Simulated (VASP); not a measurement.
All cells: G0W0@PBE in VASP with _GW potentials, real axis with 200 points, bands to about 270 eV, response cutoff 180 eV, meshes of 6×6×6 or like density, handbook lattice constants, no spin-orbit coupling; edges are sought among the points solved (high-symmetry points and, for some cells, the mesh's band edge), and the crystal's can lie elsewhere. Band sums and response are cut, so the gaps aren't at their basis limit.

Question: Which cell has the G0W0 gap between the Kohn-Sham band edges equal to 1.24 eV?
A. BAs (F-43m), 2 atoms, 13.6 Å³ an atom
B. BP (F-43m), 2 atoms, 11.7 Å³ an atom
C. Si (Fd-3m), 2 atoms, 20.0 Å³ an atom

Answer: C. The others: BAs 1.91 eV, BP 2.03 eV.
